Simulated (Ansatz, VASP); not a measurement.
## Cross-check of Al95CrN96 (Cr_Al) between VASP and Ansatz

One calculation is typed for both programs; each brings its own data sets. How far apart do they land? The structure shown is the end of the Ansatz relaxation below.

Calculated with Ansatz 0.2.0; plane waves, with VASP 6.6.1 beside it; single point at PBE.

### Step 1. Starting point

The cell holds 192 atoms: 95 Al, 96 N and 1 Cr. Cell: a = 12.521 Å, b = 12.521 Å, c = 15.054 Å, α = 90.0°, β = 90.0°, γ = 120.0°. It derives from AlN (AlN (P6_3mc)). Nearest the centre at fractional (0.417, 0.333, 0.499): Cr192 at 0.06 Å, N129 at 1.92 Å, N152 at 1.96 Å, N128 at 2.00 Å, N122 at 2.00 Å, N127 at 3.07 Å, Al57 at 3.08 Å, Al33 at 3.09 Å.

### Step 2. Ansatz: relaxation, PBE

Ansatz runs on its default PAW (the set named soft_2) files.

This run makes the geometry at which the two programs are then compared.

input.yaml reads:

```yaml
crystal:
  lattice:
    - [12.52090485, 0.0, 0.0]
    - [-6.26045242, 10.84342168, 0.0]
    - [0.0, 0.0, 15.05394124]
  atoms:
    - { symbol: Al, position: [0.16666667, 0.08333333, 0.16574082] }
    - { symbol: Al, position: [0.08333333, 0.16666667, 0.33240748] }
    - { symbol: "N", position: [0.08333333, 0.16666667, 0.12625918] }
    - { symbol: "N", position: [0.16666667, 0.08333333, 0.29292585] }
    - { symbol: Al, position: [0.16666667, 0.08333333, 0.49907415] }
    - { symbol: Al, position: [0.08333333, 0.16666667, 0.66574082] }
    - { symbol: "N", position: [0.08333333, 0.16666667, 0.45959252] }
    - { symbol: "N", position: [0.16666667, 0.08333333, 0.62625918] }
    - { symbol: Al, position: [0.16666667, 0.08333333, 0.83240748] }
    - { symbol: Al, position: [0.08333333, 0.16666667, 0.99907415] }
    - { symbol: "N", position: [0.08333333, 0.16666667, 0.79292585] }
    - { symbol: "N", position: [0.16666667, 0.08333333, 0.95959252] }
    - { symbol: Al, position: [0.16666667, 0.33333333, 0.16574082] }
    - { symbol: Al, position: [0.08333333, 0.41666667, 0.33240748] }
    - { symbol: "N", position: [0.08333333, 0.41666667, 0.12625918] }
    - { symbol: "N", position: [0.16666667, 0.33333333, 0.29292585] }
    - { symbol: Al, position: [0.16666667, 0.33333333, 0.49907415] }
    - { symbol: Al, position: [0.08333333, 0.41666667, 0.66574082] }
    - { symbol: "N", position: [0.08333333, 0.41666667, 0.45959252] }
    - { symbol: "N", position: [0.16666667, 0.33333333, 0.62625918] }
    - { symbol: Al, position: [0.16666667, 0.33333333, 0.83240748] }
    - { symbol: Al, position: [0.08333333, 0.41666667, 0.99907415] }
    - { symbol: "N", position: [0.08333333, 0.41666667, 0.79292585] }
    - { symbol: "N", position: [0.16666667, 0.33333333, 0.95959252] }
    - { symbol: Al, position: [0.16666667, 0.58333333, 0.16574082] }
    - { symbol: Al, position: [0.08333333, 0.66666667, 0.33240748] }
    - { symbol: "N", position: [0.08333333, 0.66666667, 0.12625918] }
    - { symbol: "N", position: [0.16666667, 0.58333333, 0.29292585] }
    - { symbol: Al, position: [0.16666667, 0.58333333, 0.49907415] }
    - { symbol: Al, position: [0.08333333, 0.66666667, 0.66574082] }
    - { symbol: "N", position: [0.08333333, 0.66666667, 0.45959252] }
    - { symbol: "N", position: [0.16666667, 0.58333333, 0.62625918] }
    - { symbol: Al, position: [0.16666667, 0.58333333, 0.83240748] }
    - { symbol: Al, position: [0.08333333, 0.66666667, 0.99907415] }
    - { symbol: "N", position: [0.08333333, 0.66666667, 0.79292585] }
    - { symbol: "N", position: [0.16666667, 0.58333333, 0.95959252] }
    - { symbol: Al, position: [0.16666667, 0.83333333, 0.16574082] }
    - { symbol: Al, position: [0.08333333, 0.91666667, 0.33240748] }
    - { symbol: "N", position: [0.08333333, 0.91666667, 0.12625918] }
    - { symbol: "N", position: [0.16666667, 0.83333333, 0.29292585] }
    - { symbol: Al, position: [0.16666667, 0.83333333, 0.49907415] }
    - { symbol: Al, position: [0.08333333, 0.91666667, 0.66574082] }
    - { symbol: "N", position: [0.08333333, 0.91666667, 0.45959252] }
    - { symbol: "N", position: [0.16666667, 0.83333333, 0.62625918] }
    - { symbol: Al, position: [0.16666667, 0.83333333, 0.83240748] }
    - { symbol: Al, position: [0.08333333, 0.91666667, 0.99907415] }
    - { symbol: "N", position: [0.08333333, 0.91666667, 0.79292585] }
    - { symbol: "N", position: [0.16666667, 0.83333333, 0.95959252] }
    - { symbol: Al, position: [0.41666667, 0.08333333, 0.16574082] }
    - { symbol: Al, position: [0.33333333, 0.16666667, 0.33240748] }
    - { symbol: "N", position: [0.33333333, 0.16666667, 0.12625918] }
    - { symbol: "N", position: [0.41666667, 0.08333333, 0.29292585] }
    - { symbol: Al, position: [0.41666667, 0.08333333, 0.49907415] }
    - { symbol: Al, position: [0.33333333, 0.16666667, 0.66574082] }
    - { symbol: "N", position: [0.33333333, 0.16666667, 0.45959252] }
    - { symbol: "N", position: [0.41666667, 0.08333333, 0.62625918] }
    - { symbol: Al, position: [0.41666667, 0.08333333, 0.83240748] }
    - { symbol: Al, position: [0.33333333, 0.16666667, 0.99907415] }
    - { symbol: "N", position: [0.33333333, 0.16666667, 0.79292585] }
    - { symbol: "N", position: [0.41666667, 0.08333333, 0.95959252] }
    - { symbol: Al, position: [0.41666667, 0.33333333, 0.16574082] }
    - { symbol: Al, position: [0.33333333, 0.41666667, 0.33240748] }
    - { symbol: "N", position: [0.33333333, 0.41666667, 0.12625918] }
    - { symbol: "N", position: [0.41666667, 0.33333333, 0.29292585] }
    - { symbol: Cr, position: [0.41666667, 0.33333333, 0.49907415], spin: 3.0 }
    - { symbol: Al, position: [0.33333333, 0.41666667, 0.66574082] }
    - { symbol: "N", position: [0.33333333, 0.41666667, 0.45959252] }
    - { symbol: "N", position: [0.41666667, 0.33333333, 0.62625918] }
    - { symbol: Al, position: [0.41666667, 0.33333333, 0.83240748] }
    - { symbol: Al, position: [0.33333333, 0.41666667, 0.99907415] }
    - { symbol: "N", position: [0.33333333, 0.41666667, 0.79292585] }
    - { symbol: "N", position: [0.41666667, 0.33333333, 0.95959252] }
    - { symbol: Al, position: [0.41666667, 0.58333333, 0.16574082] }
    - { symbol: Al, position: [0.33333333, 0.66666667, 0.33240748] }
    - { symbol: "N", position: [0.33333333, 0.66666667, 0.12625918] }
    - { symbol: "N", position: [0.41666667, 0.58333333, 0.29292585] }
    - { symbol: Al, position: [0.41666667, 0.58333333, 0.49907415] }
    - { symbol: Al, position: [0.33333333, 0.66666667, 0.66574082] }
    - { symbol: "N", position: [0.33333333, 0.66666667, 0.45959252] }
    - { symbol: "N", position: [0.41666667, 0.58333333, 0.62625918] }
    - { symbol: Al, position: [0.41666667, 0.58333333, 0.83240748] }
    - { symbol: Al, position: [0.33333333, 0.66666667, 0.99907415] }
    - { symbol: "N", position: [0.33333333, 0.66666667, 0.79292585] }
    - { symbol: "N", position: [0.41666667, 0.58333333, 0.95959252] }
    - { symbol: Al, position: [0.41666667, 0.83333333, 0.16574082] }
    - { symbol: Al, position: [0.33333333, 0.91666667, 0.33240748] }
    - { symbol: "N", position: [0.33333333, 0.91666667, 0.12625918] }
    - { symbol: "N", position: [0.41666667, 0.83333333, 0.29292585] }
    - { symbol: Al, position: [0.41666667, 0.83333333, 0.49907415] }
    - { symbol: Al, position: [0.33333333, 0.91666667, 0.66574082] }
    - { symbol: "N", position: [0.33333333, 0.91666667, 0.45959252] }
    - { symbol: "N", position: [0.41666667, 0.83333333, 0.62625918] }
    - { symbol: Al, position: [0.41666667, 0.83333333, 0.83240748] }
    - { symbol: Al, position: [0.33333333, 0.91666667, 0.99907415] }
    - { symbol: "N", position: [0.33333333, 0.91666667, 0.79292585] }
    - { symbol: "N", position: [0.41666667, 0.83333333, 0.95959252] }
    - { symbol: Al, position: [0.66666667, 0.08333333, 0.16574082] }
    - { symbol: Al, position: [0.58333333, 0.16666667, 0.33240748] }
    - { symbol: "N", position: [0.58333333, 0.16666667, 0.12625918] }
    - { symbol: "N", position: [0.66666667, 0.08333333, 0.29292585] }
    - { symbol: Al, position: [0.66666667, 0.08333333, 0.49907415] }
    - { symbol: Al, position: [0.58333333, 0.16666667, 0.66574082] }
    - { symbol: "N", position: [0.58333333, 0.16666667, 0.45959252] }
    - { symbol: "N", position: [0.66666667, 0.08333333, 0.62625918] }
    - { symbol: Al, position: [0.66666667, 0.08333333, 0.83240748] }
    - { symbol: Al, position: [0.58333333, 0.16666667, 0.99907415] }
    - { symbol: "N", position: [0.58333333, 0.16666667, 0.79292585] }
    - { symbol: "N", position: [0.66666667, 0.08333333, 0.95959252] }
    - { symbol: Al, position: [0.66666667, 0.33333333, 0.16574082] }
    - { symbol: Al, position: [0.58333333, 0.41666667, 0.33240748] }
    - { symbol: "N", position: [0.58333333, 0.41666667, 0.12625918] }
    - { symbol: "N", position: [0.66666667, 0.33333333, 0.29292585] }
    - { symbol: Al, position: [0.66666667, 0.33333333, 0.49907415] }
    - { symbol: Al, position: [0.58333333, 0.41666667, 0.66574082] }
    - { symbol: "N", position: [0.58333333, 0.41666667, 0.45959252] }
    - { symbol: "N", position: [0.66666667, 0.33333333, 0.62625918] }
    - { symbol: Al, position: [0.66666667, 0.33333333, 0.83240748] }
    - { symbol: Al, position: [0.58333333, 0.41666667, 0.99907415] }
    - { symbol: "N", position: [0.58333333, 0.41666667, 0.79292585] }
    - { symbol: "N", position: [0.66666667, 0.33333333, 0.95959252] }
    - { symbol: Al, position: [0.66666667, 0.58333333, 0.16574082] }
    - { symbol: Al, position: [0.58333333, 0.66666667, 0.33240748] }
    - { symbol: "N", position: [0.58333333, 0.66666667, 0.12625918] }
    - { symbol: "N", position: [0.66666667, 0.58333333, 0.29292585] }
    - { symbol: Al, position: [0.66666667, 0.58333333, 0.49907415] }
    - { symbol: Al, position: [0.58333333, 0.66666667, 0.66574082] }
    - { symbol: "N", position: [0.58333333, 0.66666667, 0.45959252] }
    - { symbol: "N", position: [0.66666667, 0.58333333, 0.62625918] }
    - { symbol: Al, position: [0.66666667, 0.58333333, 0.83240748] }
    - { symbol: Al, position: [0.58333333, 0.66666667, 0.99907415] }
    - { symbol: "N", position: [0.58333333, 0.66666667, 0.79292585] }
    - { symbol: "N", position: [0.66666667, 0.58333333, 0.95959252] }
    - { symbol: Al, position: [0.66666667, 0.83333333, 0.16574082] }
    - { symbol: Al, position: [0.58333333, 0.91666667, 0.33240748] }
    - { symbol: "N", position: [0.58333333, 0.91666667, 0.12625918] }
    - { symbol: "N", position: [0.66666667, 0.83333333, 0.29292585] }
    - { symbol: Al, position: [0.66666667, 0.83333333, 0.49907415] }
    - { symbol: Al, position: [0.58333333, 0.91666667, 0.66574082] }
    - { symbol: "N", position: [0.58333333, 0.91666667, 0.45959252] }
    - { symbol: "N", position: [0.66666667, 0.83333333, 0.62625918] }
    - { symbol: Al, position: [0.66666667, 0.83333333, 0.83240748] }
    - { symbol: Al, position: [0.58333333, 0.91666667, 0.99907415] }
    - { symbol: "N", position: [0.58333333, 0.91666667, 0.79292585] }
    - { symbol: "N", position: [0.66666667, 0.83333333, 0.95959252] }
    - { symbol: Al, position: [0.91666667, 0.08333333, 0.16574082] }
    - { symbol: Al, position: [0.83333333, 0.16666667, 0.33240748] }
    - { symbol: "N", position: [0.83333333, 0.16666667, 0.12625918] }
    - { symbol: "N", position: [0.91666667, 0.08333333, 0.29292585] }
    - { symbol: Al, position: [0.91666667, 0.08333333, 0.49907415] }
    - { symbol: Al, position: [0.83333333, 0.16666667, 0.66574082] }
    - { symbol: "N", position: [0.83333333, 0.16666667, 0.45959252] }
    - { symbol: "N", position: [0.91666667, 0.08333333, 0.62625918] }
    - { symbol: Al, position: [0.91666667, 0.08333333, 0.83240748] }
    - { symbol: Al, position: [0.83333333, 0.16666667, 0.99907415] }
    - { symbol: "N", position: [0.83333333, 0.16666667, 0.79292585] }
    - { symbol: "N", position: [0.91666667, 0.08333333, 0.95959252] }
    - { symbol: Al, position: [0.91666667, 0.33333333, 0.16574082] }
    - { symbol: Al, position: [0.83333333, 0.41666667, 0.33240748] }
    - { symbol: "N", position: [0.83333333, 0.41666667, 0.12625918] }
    - { symbol: "N", position: [0.91666667, 0.33333333, 0.29292585] }
    - { symbol: Al, position: [0.91666667, 0.33333333, 0.49907415] }
    - { symbol: Al, position: [0.83333333, 0.41666667, 0.66574082] }
    - { symbol: "N", position: [0.83333333, 0.41666667, 0.45959252] }
    - { symbol: "N", position: [0.91666667, 0.33333333, 0.62625918] }
    - { symbol: Al, position: [0.91666667, 0.33333333, 0.83240748] }
    - { symbol: Al, position: [0.83333333, 0.41666667, 0.99907415] }
    - { symbol: "N", position: [0.83333333, 0.41666667, 0.79292585] }
    - { symbol: "N", position: [0.91666667, 0.33333333, 0.95959252] }
    - { symbol: Al, position: [0.91666667, 0.58333333, 0.16574082] }
    - { symbol: Al, position: [0.83333333, 0.66666667, 0.33240748] }
    - { symbol: "N", position: [0.83333333, 0.66666667, 0.12625918] }
    - { symbol: "N", position: [0.91666667, 0.58333333, 0.29292585] }
    - { symbol: Al, position: [0.91666667, 0.58333333, 0.49907415] }
    - { symbol: Al, position: [0.83333333, 0.66666667, 0.66574082] }
    - { symbol: "N", position: [0.83333333, 0.66666667, 0.45959252] }
    - { symbol: "N", position: [0.91666667, 0.58333333, 0.62625918] }
    - { symbol: Al, position: [0.91666667, 0.58333333, 0.83240748] }
    - { symbol: Al, position: [0.83333333, 0.66666667, 0.99907415] }
    - { symbol: "N", position: [0.83333333, 0.66666667, 0.79292585] }
    - { symbol: "N", position: [0.91666667, 0.58333333, 0.95959252] }
    - { symbol: Al, position: [0.91666667, 0.83333333, 0.16574082] }
    - { symbol: Al, position: [0.83333333, 0.91666667, 0.33240748] }
    - { symbol: "N", position: [0.83333333, 0.91666667, 0.12625918] }
    - { symbol: "N", position: [0.91666667, 0.83333333, 0.29292585] }
    - { symbol: Al, position: [0.91666667, 0.83333333, 0.49907415] }
    - { symbol: Al, position: [0.83333333, 0.91666667, 0.66574082] }
    - { symbol: "N", position: [0.83333333, 0.91666667, 0.45959252] }
    - { symbol: "N", position: [0.91666667, 0.83333333, 0.62625918] }
    - { symbol: Al, position: [0.91666667, 0.83333333, 0.83240748] }
    - { symbol: Al, position: [0.83333333, 0.91666667, 0.99907415] }
    - { symbol: "N", position: [0.83333333, 0.91666667, 0.79292585] }
    - { symbol: "N", position: [0.91666667, 0.83333333, 0.95959252] }
  host:
    repeats: [4, 4, 3]
    atoms:
      - { symbol: Al, position: [0.66666667, 0.33333333, 0.49722245] }
      - { symbol: Al, position: [0.33333333, 0.66666667, 0.99722245] }
      - { symbol: "N", position: [0.33333333, 0.66666667, 0.37877755] }
      - { symbol: "N", position: [0.66666667, 0.33333333, 0.87877755] }
basis:
  ecutwfc: 420
  xc_grid: 2
hamiltonian:
  xc: pbe
kpoints:
  mp_grid: { grid: [1, 1, 1] }
magnetization:
  spin_polarized: true
  initial_magnetization: 3
  spin_locking: { lock_magnetization: hard }
scf:
  occupations: { method: fermi_dirac, width: 0.01 }
  max_iter: 80
output:
  forces: true
  charged_corrections:
    epsilon: [4.48, 4.48, 4.7]
    static_epsilon: [8.29, 8.29, 9.84]
    defect_position: [0.416667, 0.333333, 0.499074]
relax:
  f_tol: 0.01
  max_steps: 80
  random_displacement: { amplitude: 0.05, seed: 7 }
checkpoint:
  write: "../q0_M3.relax_smeared.run"
  compress: false
  write_wavefunctions: true
  write_every: 100000
```

Launch:

```sh
$ ansatz run input.yaml --threads 4 --pin off --max-ram 18841MiB --backend cpu --events-out ev --progress --plain --runs-dir out
```

Numbers of over 12 decimals in the logs are rounded to 6 here.

Output:

```text
Engine: ansatz 0.2.0, aarch64-unknown-linux-gnu
Pseudopotentials: kind: paw
Pseudopotential: Al, paw, valence charge 3, recommended cutoff 420 eV (normal), Al.paw.azcp
Pseudopotential: N, paw, valence charge 5, recommended cutoff 420 eV (normal), N.paw.azcp
Pseudopotential: Cr, paw, valence charge 14, recommended cutoff 420 eV (normal), Cr.paw.azcp
Functional definition: PBE
  parameter kappa = 0.804
  parameter beta = 0.066725
  exchange = pbe_x(kappa = kappa, mu = beta*pi^2/3)
  correlation = pbe_c(beta = beta)
Crystal: 192 atoms, lattice volume = 2043.865 Å³
Basis set: ecut = 420 eV, 39903 PW (Γ), exchange–correlation on 180×180×216 points (8 copies of the dense FFT grid, shifted against one another)
Bands: 583, of which v1, the nominal top of the filled ones, is band 390 counted from 1 (389 counted from 0)
Symmetry: 1 space group operations
k-points: 1
Non-local potential: Al, projectors of the file, l = 0: 2, l = 1: 2, l = 2: 1
Non-local potential: N, projectors of the file, l = 0: 2, l = 1: 2, l = 2: 1
Non-local potential: Cr, projectors of the file, l = 0: 3, l = 1: 2, l = 2: 3, l = 3: 1
PAW form: soft (Blöchl's): semilocal exchange-correlation on the pseudo side does not see the compensation charge
PAW one-centre angular grid: Al, 110 points (default); XC on 64 Gauss nodes
PAW one-centre angular grid: N, 110 points (default); XC on 64 Gauss nodes
PAW one-centre angular grid: Cr, 590 points (default); XC on 64 Gauss nodes
Initial density: superposition of atomic densities (chi_scale 0.1, normalization cell, long waves kept (reshape's long-wave potential 0.33 eV rms))
Starting moments: Σ|m| = 3 μB on 1 of 192 sites
Initial wavefunctions: pseudopotential atomic-orbital guess
Functional: x = pbe(κ = 0.804, μ = 0.219515), c = pbe(β = 0.066725)
SCF iter   1: F=—  HF=-91694.089149 eV  |F-HF|=—  |Δ(HF+E_count)|=         —  Δρ=6.82e-2 (↑6.82e-2 ↓6.82e-2)  dr2=4.69e2  dr2_m=2.83e-1  M=3.000 μB ∫|m|=3.263 μB  β_m=0.30  ethr=3.10e-3  ⟨swp⟩=6.0  Hψ=4755  notcnv=0  defer=154
preconditioner: auto → Resta (q_TF=auto, 2.323 Å⁻¹)  ε∞=3.7  [insulator: Δε(μ)=0.053 eV  Ē_g=13.943 eV  σ=0.010 eV  W_gap=0.87  n_scr=442 (ndim 8)  ℏωp=22.8 eV  f_vac=0.000  D(μ)=12.27/eV (n_scr^D=40)  ε∞_Penn≈3.7]
spin=Collinear: Resta preconditioning applied to the charge; magnetization (m = ρ↑ − ρ↓) channel mixes plain (no charge-response kernel on spin).
SCF iter   2: F=—  HF=-91587.303298 eV  |F-HF|=—  |Δ(HF+E_count)|=    1.07e2  Δρ=3.26e-2 (↑3.24e-2 ↓3.26e-2)  dr2=1.10e2  dr2_m=1.59e-1  M=3.000 μB ∫|m|=3.220 μB  β_m=0.43  ethr=3.10e-3  ⟨swp⟩=2.0  Hψ=2130  notcnv=0  defer=370
preconditioner: auto → Kerker (q_TF=auto, 2.323 Å⁻¹)  [metal: Δε(μ)=0.020 eV  Ē_g=13.301 eV  σ=0.010 eV  W_gap=0.46  n_scr=442 (ndim 8)  ℏωp=22.8 eV  f_vac=0.000  D(μ)=39.49/eV (n_scr^D=224)]
spin=Collinear: Kerker preconditioning applied to the charge; magnetization (m = ρ↑ − ρ↓) channel mixes plain (no charge-response kernel on spin).
SCF iter   3: F=—  HF=-91559.363909 eV  |F-HF|=—  |Δ(HF+E_count)|=    2.79e1  Δρ=1.49e-2 (↑1.49e-2 ↓1.45e-2)  dr2=1.05e1  dr2_m=9.70e-2  M=3.000 μB ∫|m|=3.239 μB  β_m=0.71  ethr=3.10e-3  ⟨swp⟩=3.5  Hψ=1598  notcnv=0  defer=370
SCF iter   4: F=—  HF=-91558.915298 eV  |F-HF|=—  |Δ(HF+E_count)|=   4.49e-1  Δρ=6.87e-3 (↑6.87e-3 ↓4.70e-3)  dr2=2.97e0  dr2_m=4.34e-2  M=3.000 μB ∫|m|=3.279 μB  β_m=0.58  ethr=1.35e-3  ⟨swp⟩=2.5  Hψ=2140  notcnv=0  defer=372
SCF iter   5: F=—  HF=-91558.610366 eV  |F-HF|=—  |Δ(HF+E_count)|=   3.05e-1  Δρ=2.28e-3 (↑2.28e-3 ↓1.59e-3)  dr2=3.68e-1  dr2_m=7.07e-3  M=3.000 μB ∫|m|=3.232 μB  β_m=0.58  ethr=3.81e-4  ⟨swp⟩=3.0  Hψ=1866  notcnv=0  defer=372
preconditioner: auto → Resta (q_TF=auto, 2.323 Å⁻¹)  ε∞=4.1  [insulator: Δε(μ)=0.179 eV  Ē_g=12.888 eV  σ=0.010 eV  W_gap=1.00  n_scr=442 (ndim 8)  ℏωp=22.8 eV  f_vac=0.000  D(μ)=0.03/eV (n_scr^D=0)  ε∞_Penn≈4.1]
spin=Collinear: Resta preconditioning applied to the charge; magnetization (m = ρ↑ − ρ↓) channel mixes plain (no charge-response kernel on spin).
SCF iter   6: F=—  HF=-91558.616986 eV  |F-HF|=—  |Δ(HF+E_count)|=   6.62e-3  Δρ=8.14e-4 (↑8.14e-4 ↓7.25e-4)  dr2=5.87e-2  dr2_m=9.74e-4  M=3.000 μB ∫|m|=3.240 μB  β_m=0.73  ethr=4.73e-5  ⟨swp⟩=2.5  Hψ=1865  notcnv=0  defer=372
SCF iter   7: F=—  HF=-91558.640016 eV  |F-HF|=—  |Δ(HF+E_count)|=   2.30e-2  Δρ=4.99e-4 (↑4.99e-4 ↓3.47e-4)  dr2=1.37e-2  dr2_m=5.40e-4  M=3.000 μB ∫|m|=3.236 μB  β_m=0.70  ethr=7.54e-6  ⟨swp⟩=3.0  Hψ=1600  notcnv=0  defer=372
SCF iter   8: F=—  HF=-91558.641231 eV  |F-HF|=—  |Δ(HF+E_count)|=   1.21e-3  Δρ=2.13e-4 (↑2.13e-4 ↓1.20e-4)  dr2=1.46e-3  dr2_m=1.55e-4  M=3.000 μB ∫|m|=3.236 μB  β_m=0.80  ethr=1.75e-6  ⟨swp⟩=2.5  Hψ=1586  notcnv=0  defer=372
SCF iter   9: F=—  HF=-91558.641170 eV  |F-HF|=—  |Δ(HF+E_count)|=   6.08e-5  Δρ=1.77e-4 (↑1.77e-4 ↓5.24e-5)  dr2=5.01e-4  dr2_m=1.47e-4  M=3.000 μB ∫|m|=3.235 μB  β_m=0.90  ethr=1.88e-7  ⟨swp⟩=2.0  Hψ=1953  notcnv=0  defer=372
[...]
- { symbol: Al, position: [0.333709, 0.916545, 0.332590] }
    - { symbol: N, position: [0.333442, 0.916688, 0.126145] }
    - { symbol: N, position: [0.417171, 0.833646, 0.292741] }
    - { symbol: Al, position: [0.417267, 0.833665, 0.499377] }
    - { symbol: Al, position: [0.333327, 0.916300, 0.666110] }
    - { symbol: N, position: [0.333593, 0.915311, 0.459735] }
    - { symbol: N, position: [0.417080, 0.833578, 0.626695] }
    - { symbol: Al, position: [0.416873, 0.833485, 0.832536] }
    - { symbol: Al, position: [0.333428, 0.916717, 0.998981] }
    - { symbol: N, position: [0.333326, 0.916600, 0.793294] }
    - { symbol: N, position: [0.416913, 0.833513, 0.959700] }
    - { symbol: Al, position: [0.667000, 0.083487, 0.165654] }
    - { symbol: Al, position: [0.583683, 0.166584, 0.332296] }
    - { symbol: N, position: [0.583645, 0.166753, 0.126064] }
    - { symbol: N, position: [0.667195, 0.083535, 0.292869] }
    - { symbol: Al, position: [0.667360, 0.083434, 0.499121] }
[...]
- { symbol: Al, position: [0.916413, 0.833118, 0.499227] }
    - { symbol: Al, position: [0.833619, 0.916926, 0.665840] }
    - { symbol: N, position: [0.833939, 0.917205, 0.459686] }
    - { symbol: N, position: [0.916595, 0.833275, 0.626493] }
    - { symbol: Al, position: [0.916701, 0.833375, 0.832449] }
    - { symbol: Al, position: [0.833572, 0.916871, 0.999074] }
    - { symbol: N, position: [0.833561, 0.916881, 0.793069] }
    - { symbol: N, position: [0.916784, 0.833439, 0.959673] }
```

The column dr2 measures how far the density is from self-consistency, as an energy; F and HF (Harris–Foulkes) agree once it is small.

(Part 1 of 2 ends here.)

[Lines on the potential files, build, host, timing and source positions are cut from VASP's logs without a mark.]

[Logs are printed without paths, hosts, clocks, repeated set-up lines and the standing remarks that a program may print on its own settings, such as how far it seeks lower states.]

[Hosts, paths, dates, database ids (printed as entryN), source tags and the programs' standing remarks are cut or masked in the printed files.]
